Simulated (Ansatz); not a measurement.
# BaTiO3 in Ansatz, relaxation

Input:

```yaml
crystal:
  lattice:
    - [-8.02525528, 0.0, 0.0]
    - [0.0, -2.8562096, 2.86451575]
    - [0.0, 2.8562096, 2.86451575]
  atoms:
    - { symbol: Ba, position: [0.0, 0.0, 0.0] }
    - { symbol: Ba, position: [0.5, 0.0, 0.0] }
    - { symbol: Ti, position: [0.25, 0.5124, 0.5124] }
    - { symbol: Ti, position: [0.75, 0.5124, 0.5124] }
    - { symbol: O, position: [0.0, 0.4874, 0.4874] }
    - { symbol: O, position: [0.5, 0.4874, 0.4874] }
    - { symbol: O, position: [0.25, 0.99184, 0.50524] }
    - { symbol: O, position: [0.75, 0.99184, 0.50524] }
    - { symbol: O, position: [0.25, 0.50524, 0.99184] }
    - { symbol: O, position: [0.75, 0.50524, 0.99184] }
  symmetry: { tolerance: 0.0003 }
kpoints:
  mp_grid: { grid: [3, 6, 6], shift: [0, 0, 0] }
magnetization:
  spin_polarized: false
scf:
  occupations: { method: cold, width: 0.0977 }
  lower_state_search: "off"
hamiltonian:
  pseudopotentials: { kind: paw }
  xc: r2scan
basis:
  ecutwfc: 500
  fft_grid_basis: typed
relax:
  max_steps: 60
  cell: { p_target: 0.0 }
output:
  forces: true
  stress: true
  eigenvalues: true
  bader: true
  populations: true
  elf: true
  write_potential: true
  volumetric_format: npy
  dos:
    e_range: [-12, 8]
    de: 0.05
    projected: { site_lists: { Ba: [Ba], O: [O], Ti: [Ti] } }
  write_density: true
checkpoint:
  read: saved_state
```

Run with:

```bash
ansatz run input.yaml --threads 2 --pin off --max-ram 3584MiB --backend cpu --events-out ev --progress --plain --runs-dir out
```

Origin of the cell: a database entry, scaled a little.

The saved state is a converged single point of the same cell.

Steps («new basis» is an SCF on plane waves selected anew at the same cell):

```
step  ΔF (meV/atom)  max force component (eV/Å)  P (GPa)  volume (Å³)  SCF iterations   step was
   1            0.0                       0.367    -4.30       131.32               6   accepted
   2           -4.0                       0.557     0.61       127.80               7   accepted
   3           -7.8                       0.193     0.45       127.74               7   accepted
   4           -8.5                       0.267    -0.08       128.26               5   accepted
   5          -10.2                       0.250     0.05       128.65               7   accepted
   6           39.6                       3.372     6.50       132.98               8   rejected
   7          -12.2                       0.099     0.03       130.60              12   accepted
   8          -12.4                       0.015     0.02       130.17               6   accepted
   9          -12.4                       0.002     0.00       130.22               6   accepted
  10          -12.3                       0.002     0.00       130.22               5  new basis
```

Before:

Space group Amm2 (No. 38); the run's cell has a = 8.025 Å, b = 4.045 Å, c = 4.045 Å, α = 89.83°, β = 90.00°, γ = 90.00°. Shortest distances: O–Ti 1.94 Å, O–O 2.78 Å, Ba–O 2.79 Å, Ba–Ti 3.44 Å.

The relaxed structure.

Space group Amm2 (No. 38); the run's cell has a = 7.927 Å, b = 4.053 Å, c = 4.053 Å, α = 89.69°, β = 90.00°, γ = 90.00°. Shortest distances: O–Ti 1.85 Å, Ba–O 2.77 Å, O–O 2.78 Å, Ba–Ti 3.42 Å.

```
CELL_PARAMETERS angstrom
-7.92735 0.00000 0.00000
0.00000 -2.85806 2.87378
0.00000 2.85806 2.87378
ATOMIC_POSITIONS crystal
Ba 0.00000 0.00842 0.00842
Ba 0.50000 0.00842 0.00842
Ti 0.25000 0.52395 0.52395
Ti 0.75000 0.52395 0.52395
O 0.00000 0.49030 0.49030
O 0.50000 0.49030 0.49030
O 0.25000 0.98014 0.49408
O 0.75000 0.98014 0.49408
O 0.25000 0.49408 0.98014
O 0.75000 0.49408 0.98014
```

| Item | Value |
| --- | --- |
| Free energy lowered by | 12.3 meV/atom |
| Volume change | -0.84 % |
| Final pressure | 0.00 GPa |
| Relaxation steps listed | 10 |

Caveats: the relaxation held the start's symmetry, so the end may be a saddle point.

It ran for 5.1 min on 2 threads of Arm Neoverse V1 (shared host), peak memory 0.74 GiB, from a saved density.
